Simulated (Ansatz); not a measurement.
Mechanical response of CdSe (F-43m)

```
CELL_PARAMETERS angstrom
0.00000 3.04132 3.04132
3.04132 0.00000 3.04132
3.04132 3.04132 0.00000
ATOMIC_POSITIONS crystal
Cd 0.00000 0.00000 0.00000
Se 0.75000 0.75000 0.75000
```

Level of theory, where no other is named: PBEsol, all-electron LAPW in Ansatz 0.2.0, scalar-relativistic. k mesh 6×6×6, fixed occupations, basis error target 1 meV/atom. The cell was relaxed by PAW under this functional. The structure is one entry of a database and needn't be the stable phase.

The cell is cubic and carries a residual pressure of 0.01 GPa at this level. Each strain component that symmetry leaves independent is applied at ±0.008, the ions relax wherever a strain frees them, and the stress (tension positive, GPa) is read. Shears are engineering strains, γ = 2ε.

```json
{"strain": "xx", "size": "-0.008", "σxx": "-0.5238", "σyy": "-0.3867", "σzz": "-0.3867", "σyz": "0.0000", "σxz": "0.0000", "σxy": "0.0000"}
{"strain": "xx", "size": "+0.008", "σxx": "0.5006", "σyy": "0.3527", "σzz": "0.3527", "σyz": "0.0000", "σxz": "0.0000", "σxy": "0.0000"}
{"strain": "yz", "size": "-0.008", "σxx": "-0.0063", "σyy": "-0.0067", "σzz": "-0.0067", "σyz": "-0.1803", "σxz": "0.0000", "σxy": "0.0000"}
{"strain": "yz", "size": "+0.008", "σxx": "-0.0063", "σyy": "-0.0067", "σzz": "-0.0067", "σyz": "0.1803", "σxz": "0.0000", "σxy": "0.0000"}
```

A central difference gives one constant, for example C11 ≈ (0.5006 − (-0.5238))/(0.016) = 64.0 GPa; the program then imposes the crystal's symmetry on the whole matrix.

(1) What are the independent elastic constants?

(2) Do they meet the Born conditions?

(3) What moduli does a random aggregate of grains have?

(4) With the density of 5.648 g/cm³, how fast does sound travel, and what Debye temperature follows?

(5) How far do the constants move if PAW replaces LAPW in the same cell?

(6) How far do the constants move if all-electron PAW (datasets made for the crystal) replaces LAPW in the same cell?

(7) How do the constants change if the ions are clamped to the homogeneous strain?

(8) What happens at 20 GPa (cell relaxed there)?

Answers

(1) C11 = 64.0, C12 = 46.2, C44 = 22.5 GPa.

(2) C11 − C12 = 17.8, C11 + 2C12 = 156.4 and C44 = 22.5 GPa must all be positive, so the crystal is elastically stable; that says nothing yet of its phonons.

(3) B = (C11 + 2C12)/3 = 52.1 GPa. G_V = (C11 − C12 + 3C44)/5 = 17.1 and G_R = 5(C11 − C12)C44/(4C44 + 3(C11 − C12)) = 14.0, so G_H = 15.5 GPa. Then E = 9BG/(3B + G) = 42.4 GPa, ν = (3B − 2G)/(6B + 2G) = 0.365 and B/G = 3.36, on the ductile side of Pugh's 1.75 (a rule of thumb, made for metals; it doesn't predict ductility here).

(4) 

| direction | slow (m/s) | middle (m/s) | fast (m/s) |
| --- | --- | --- | --- |
| [100] | 1998 | 1998 | 3367 |
| [110] | 1256 | 1998 | 3708 |
| [111] | 1543 | 1543 | 3815 |

The mean of v⁻³ over directions and branches gives v_m = 1846 m/s and θ_D = (ħ/k_B) v_m (6π²n)^(1/3) = 181 K, n being atoms per volume. Young's modulus spans 25 to 59 GPa over directions, and the universal anisotropy index is 1.11.

(5) 

```json
{"constant": "C11", "LAPW (GPa)": "64.0", "PAW (GPa)": "63.9", "difference": "-0.1"}
{"constant": "C12", "LAPW (GPa)": "46.2", "PAW (GPa)": "46.1", "difference": "-0.1"}
{"constant": "C44", "LAPW (GPa)": "22.5", "PAW (GPa)": "22.5", "difference": "0.0"}
```

(6) 

| constant | LAPW (GPa) | all-electron PAW (datasets made for the crystal) (GPa) | difference |
| --- | --- | --- | --- |
| C11 | 64.0 | 63.9 | -0.1 |
| C12 | 46.2 | 46.2 | 0.0 |
| C44 | 22.5 | 22.5 | 0.0 |

(7) Clamped values, with the change against relaxed ions: C11 = 64.0 (+0.0), C12 = 46.2 (+0.0), C44 = 44.8 (+22.3) GPa.

(8) The volume falls to 0.7977 of its value, and C11 = 131.1, C12 = 137.5, C44 = -0.7 GPa (slopes of the stress), in this structure whether or not another phase takes over. The matrix has a negative eigenvalue there, so the lattice is mechanically unstable at that pressure.

Caveats: constants at zero field, no piezoelectric stiffening; the frozen-core PAW files of the compared runs were fitted under PBE, their cores solved anew for this functional.
